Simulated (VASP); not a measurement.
Write the native input for VASP 6.6.1 that does the following.

```yaml
Task: single point
Functional: r2SCAN
Potentials_or_basis: VASP PAW PBE potentials, release 64 (Mg, O)
Cutoff: 520 eV
k_mesh: 8 × 8 × 6
Occupations: gaussian, width 0.01 eV
Spin: no spin polarisation
Dipole_correction: no
Further_INCAR_settings: ALGO = Normal; EDIFF = 1e-06; NBANDS = 16
```

Crystal: MgO.

```
CELL_PARAMETERS angstrom
2.86600 0.00000 0.00000
0.00000 2.86600 0.00000
0.00000 0.00000 4.35000
ATOMIC_POSITIONS crystal
Mg 0.00000 0.00000 0.00000
Mg 0.50000 0.50000 0.50000
O 0.50000 0.50000 0.00000
O 0.00000 0.00000 0.50000
```

The cell was built by a generator and needn't be a form met in nature.

One way to write it, as run:

POSCAR

```
MgO
1.0
    2.8660000000      0.0000000000      0.0000000000
    0.0000000000      2.8660000000      0.0000000000
    0.0000000000      0.0000000000      4.3500000000
Mg O
2 2
Direct
    0.0000000000      0.0000000000      0.0000000000
    0.5000000000      0.5000000000      0.5000000000
    0.5000000000      0.5000000000      0.0000000000
    0.0000000000      0.0000000000      0.5000000000
```

INCAR.step1

```
SYSTEM = MgO
PREC     = Accurate       ! precision mode
ENCUT    = 520            ! plane-wave cutoff, eV
ISMEAR   = 0              ! smearing method
SIGMA    = 0.01           ! smearing width, eV
LREAL    = .FALSE.        ! projectors in reciprocal space
LASPH    = .TRUE.         ! aspherical terms in the spheres
NELM     = 100            ! most SCF steps
NBANDS   = 16             ! bands
GGA      = PE             ! functional
ALGO     = Normal         ! electronic algorithm
EDIFF    = 1E-4           ! SCF threshold, eV
LWAVE    = .TRUE.         ! write WAVECAR
LCHARG   = .FALSE.        ! write CHGCAR
```

INCAR.step2

```
SYSTEM = MgO
PREC     = Accurate       ! precision mode
ENCUT    = 520            ! plane-wave cutoff, eV
EDIFF    = 1E-6           ! SCF threshold, eV
ISMEAR   = 0              ! smearing method
SIGMA    = 0.01           ! smearing width, eV
LREAL    = .FALSE.        ! projectors in reciprocal space
LASPH    = .TRUE.         ! aspherical terms in the spheres
NELM     = 100            ! most SCF steps
ALGO     = Normal         ! electronic algorithm
ISIF     = 2              ! what is computed and relaxed
LWAVE    = .FALSE.        ! write WAVECAR
LCHARG   = .FALSE.        ! write CHGCAR
METAGGA  = R2SCAN         ! meta-GGA
LMIXTAU  = .TRUE.       
NBANDS   = 16             ! bands
ISTART   = 1
```

KPOINTS

```
regular mesh
0
G
  8 8 6
  0 0 0
```

Potentials or basis: VASP PAW PBE potentials, release 64 (Mg, O).

Launch:

```console
$ cat potpaw_PBE.64/Mg/POTCAR potpaw_PBE.64/O/POTCAR > POTCAR
$ cp INCAR.step1 INCAR
$ mpirun -np 1 vasp_std > vasp.out
$ cp INCAR.step2 INCAR
$ mpirun -np 1 vasp_std > vasp.out
```

Results of the run:

| Item | Value |
| --- | --- |
| Pressure | 7.8 GPa |
| Band gap on the k mesh | 5.95 eV |

Caveat: the PAW data sets were made with another functional, which shifts forces and pressure a little.

Run time: 57 s on 1 thread of AMD EPYC 9R45 96-Core Processor (Zen 5) (shared host), peak memory 0.14 GiB.
